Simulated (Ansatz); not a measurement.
This Ge structure is the end of a relaxation. The cell was found from a structure generator's guess, not taken from experiment.

Method: DFT PBE, scalar-relativistic, plane waves, PAW in Ansatz 0.2.0. Cutoff 420 eV, Γ-centred mesh, Gaussian smearing, no spin polarisation.

```yaml
crystal:
  lattice:
    - [3.82652, 0.00000, 0.00000]
    - [-1.91326, 3.31386, 0.00000]
    - [0.00000, 0.00000, 5.68240]
  atoms:
    - { symbol: Ge, position: [0.66667, 0.33333, 0.74460] }
    - { symbol: Ge, position: [0.66667, 0.33333, 0.25540] }
    - { symbol: Ge, position: [0.00000, 0.00000, 0.00000] }
```

Energies count from the standard state of Ge at the same level.

(1) What space group does it have?

(2) How far does it lie from the standard state of Ge?

(3) Is it a metal?

(4) From what recipe could a structure generator have reached it?

Results:

(1) P-6m2 (No. 187). Conventional cell: a = 3.827 Å, c = 5.682 Å. Around Ge on a site of symmetry 3m lie 5 Ge at 2.64–2.90 Å; around Ge on a site of symmetry -6m2 lie 6 Ge at 2.64 Å.

(2) +0.33 eV/atom. It lies above the standard state, so it could only be metastable.

(3) Yes, bands cross the Fermi level on the 12×12×8 mesh.

(4) One such recipe: 4-, 6-connected net of one element (P-6m2, No. 187). Other recipes can lead to the same cell.

The last run used a 12×12×8 mesh (in the run's order of axes) for its 3-atom cell and Gaussian smearing of 0.10 eV. Symmetry constrained the relaxation, so the result can be a saddle point. Another cell of Ge relaxed alike, in Pmma, lies 199 meV/atom lower, so this cell isn't the stable form at this level.
